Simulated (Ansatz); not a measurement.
Computed with DFT PBE, scalar-relativistic, plane waves, PAW in Ansatz 0.2.0. Settings: cutoff 420 eV, Γ-centred meshes spaced at most about 0.3 Å⁻¹, and about 0.25 Å⁻¹ or finer for metals (2π included), Gaussian smearing. No spin polarisation in the final relaxations.

Temperature and zero-point effects are left out.

Two forms of Li were relaxed alike.

A.

Space group I4_1/amd:1 (No. 141). a = 7.503 Å, b = 7.503 Å, c = 2.874 Å, α = 90.00°, β = 90.00°, γ = 90.00°
| atom | site | symmetry | x | y | z |
| --- | --- | --- | --- | --- | --- |
| Li | 8d | .2/m. | 0.0000 | 0.7500 | 0.6250 |

B.

Space group Fm-3m (No. 225). a = 4.323 Å, b = 4.323 Å, c = 4.323 Å, α = 90.00°, β = 90.00°, γ = 90.00°
```json
{"atom": "Li", "site": "4a", "symmetry": "m-3m", "x": "0.0000", "y": "0.0000", "z": "0.0000"}
```

Question: Which form is favoured at zero pressure, and by what margin per atom?

Answer: B is lower, by 74 meV/atom. A has space group I4_1/amd (No. 141), 20.2 Å³/atom and no gap on its mesh; B has the fcc type, space group Fm-3m (No. 225), 20.2 Å³/atom and no gap. Counting all near atoms (those within 1.25 times the shortest distance at each site; a plus sign parts nearer from farther groups), A has Li 6+4 and B has Li 12. In A, Li has 6 Li at 2.75–2.87 Å. In B, Li has 12 Li at 3.06 Å. Both come from invented guesses. The part of the Crystallography Open Database at hand lists Li in space groups No. 166, 191, 194, 225, 229; sharing a group (Fm-3m) doesn't make a cell the listed structure.

Cells relaxed within their symmetry can be saddle points. The Fm-3m cell of Li came from shaking the I4_1/amd one.
